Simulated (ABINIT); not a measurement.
## PbS (Galena) in ABINIT: the effect of potentials

PbS (Galena):

```
CELL_PARAMETERS angstrom
0.00000 2.96575 2.96575
2.96575 0.00000 2.96575
2.96575 2.96575 0.00000
ATOMIC_POSITIONS crystal
Pb 0.00000 0.00000 0.00000
S 0.50000 0.50000 0.50000
```

Alike in all runs:

| Item | Value |
| --- | --- |
| Program | ABINIT 10.8.3 (patched build) |
| Task | equation of state |
| Functional | PBE |
| k mesh | 8 × 8 × 8 |
| Occupations | fermi-dirac, width 0.05 eV |
| Spin | no spin polarisation |

| potentials | cutoff | V0 of scaled cells (Å³/atom) | B0 (GPa) |
| --- | --- | --- | --- |
| PseudoDojo NC SR PBE v0.4.1 standard | 762 eV | 27.13 | 53 |
| SG15 NC PBE v1.2 | 816 eV | 27.13 | 53 |
| SPMS NC PBE v1.0 | 571 eV | 27.08 | 53 |
| JTH PAW PBE v2.0 | 599 eV | 27.16 | 52 |
| JTH PAW PBE v2.0 sp | 544 eV | ? | ? |

Problem. What does the run with potentials JTH PAW PBE v2.0 sp give?

Solution. V0 of scaled cells 27.13 Å³/atom; B0 54 GPa.

Caveats: pressures at fixed basis lie under the slope of the energies; this set keeps more shells in the core, which shifts pressures and gaps (some runs).
